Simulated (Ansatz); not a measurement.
# LiF: the cost of one run

Computed with Ansatz 0.2.0 (DFT PBE, scalar-relativistic, unless a step's input says otherwise).

### 1 The structure to begin with

The structure is cubic, space group Fm-3m (No. 225). Conventional cell: a = 4.028 Å, b = 4.028 Å, c = 4.028 Å, α = 90.00°, β = 90.00°, γ = 90.00°. Li (site symmetry m-3m) has 6 F at 2.01 Å as nearest neighbours. F (site symmetry m-3m) has 6 Li at 2.01 Å as nearest neighbours.

Coordinates:

```xyz
2
Lattice="0.0000 2.0140 2.0140 2.0140 0.0000 2.0140 2.0140 2.0140 0.0000" Properties=species:S:1:pos:R:3 pbc="T T T"
Li    0.0000    0.0000    0.0000
F     2.0140    2.0140    2.0140
```

Atoms are numbered in the order of the input: Li1, F2.

### 2 After the deformation

Space group Fm-3m before, I4/mmm after.

### 3 LAPW, all electrons

Contents of input.yaml:

```yaml
crystal:
  lattice:
    - [0.0, 2.014, 1.99386]
    - [2.014, 0.0, 1.99386]
    - [2.014, 2.014, 0.0]
  atoms:
    - { symbol: Li, position: [0.0, 0.0, 0.0] }
    - { symbol: F, position: [0.5, 0.5, 0.5] }
kpoints:
  mp_grid: { grid: [10, 10, 10] }
  band_path:
    path:
      - [0.0, 0.0, 0.0]
      - [0.0, 0.5, 0.5]
      - [0.25, 0.75, 0.5]
      - [0.0, 0.5, 0.0]
      - [0.0, 0.0, 0.0]
      - [0.5, 0.5, 0.0]
      - [0.3775380063, 0.6224619937, 0.0]
      - [-0.3775380063, 0.3775380063, 0.0]
      - [0.0, 0.0, 0.0]
    npoints: 5
scf:
  occupations: { method: fermi_dirac, width: 0.03 }
hamiltonian:
  xc: pbe
  pseudopotentials: { kind: all_electron, lapw: { basis_error: 0.001 } }
output:
  forces: true
  stress: true
  eigenvalues: true
```

The run is started by

```console
> ansatz run input.yaml --threads 1 --pin off --max-ram 3072MiB --backend cpu --events-out ev --progress --plain --runs-dir out
```

What time and memory should one allow on 1 thread of Intel Xeon Platinum 8375C at 2.90GHz (Ice Lake), shared host?

About 6.5 s, with a peak of 0.31 GiB.
